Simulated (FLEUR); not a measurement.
**HfC: equation of state with LDA**

HfC:

```xyz
4
Lattice="3.3429 0.0000 0.0000 -1.6714 2.8950 0.0000 0.0000 0.0000 5.2027" Properties=species:S:1:pos:R:3 pbc="T T T"
Hf    0.0000    1.9300    1.3007
Hf    1.6714    0.9650    3.9020
C     0.0000    0.0000    2.6014
C     0.0000    0.0000    0.0000
```

The cell comes from a database or a generator and needn't be the stable form of this composition.

```
Program                  : FLEUR MaX-R8.1 (later development tree)
Task                     : equation of state
Functional               : LDA
Potentials or basis      : all-electron
Basis                    : FLAPW
Kmax                     : 4.77 1/bohr
k mesh                   : 9 × 9 × 5
Occupations              : fermi-dirac, width 0.05 eV
Spin                     : no spin polarisation
Gmax                     : 14.8 1/bohr
Muffin-tin radii         : Hf 2.44, C 1.51 bohr
lmax                     : Hf 10, C 8
lnonsphr                 : Hf 10, C 8
Local orbitals a species : Hf 4, C 3
```

```yaml
Equilibrium_volume: 11.92 Å³/atom
Bulk_modulus_at_fixed_shape_and_positions: 260 GPa
Pressure_derivative_of_the_bulk_modulus: "4.0 (rough: it moves with the points fitted)"
```

Energy against volume, from the lowest point:
```
volume (Å³/atom)  energy (meV/atom)
          11.832               0.00
          12.084               1.12
          12.587              26.80
          13.091              78.74
          13.343             112.97
```

Caveat: the cell was scaled at fixed shape and fractional positions, which overstates the stiffness of a crystal with free parameters, most of all of layers and chains. Spin-orbit coupling is left out, which matters for the levels of Hf.
